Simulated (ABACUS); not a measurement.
The system is Rh.

```xyz
1
Lattice="2.6840 0.0000 0.0000 1.3420 2.3244 0.0000 1.3420 0.7748 2.1914" Properties=species:S:1:pos:R:3 pbc="T T T"
Rh    0.0000    0.0000    0.0000
```

Base run:

* Program: ABACUS 3.10.1
* Functional: PBEsol
* Potentials or basis: SG15 ONCV 1.2 PBE
* Cutoff: 1361 eV
* Density cutoff: 5442 eV
* Basis: DZP LCAO (the cutoffs set its grid)
* k mesh: 11 × 11 × 11
* Occupations: fermi-dirac, width 0.05 eV
* Spin: no spin polarisation

Its results: band gap on the k mesh none (metal or under the smearing width); pressure -1.6 GPa.

The run is repeated on the same cell with these changes: functional from PBEsol to PBE; potentials or basis from SG15 ONCV 1.2 PBE to Ansatz NC PBE. What comes out?

Band gap on the k mesh none (metal or under the smearing width); pressure 9.5 GPa.

Caveats: the atomic orbitals were generated for these runs and aren't a published set; the basis of atomic orbitals isn't converged, which shifts pressures, moduli and gaps; the potentials were made for another functional, which shifts forces and pressure (some runs).

Not every run made on this cell is shown here.
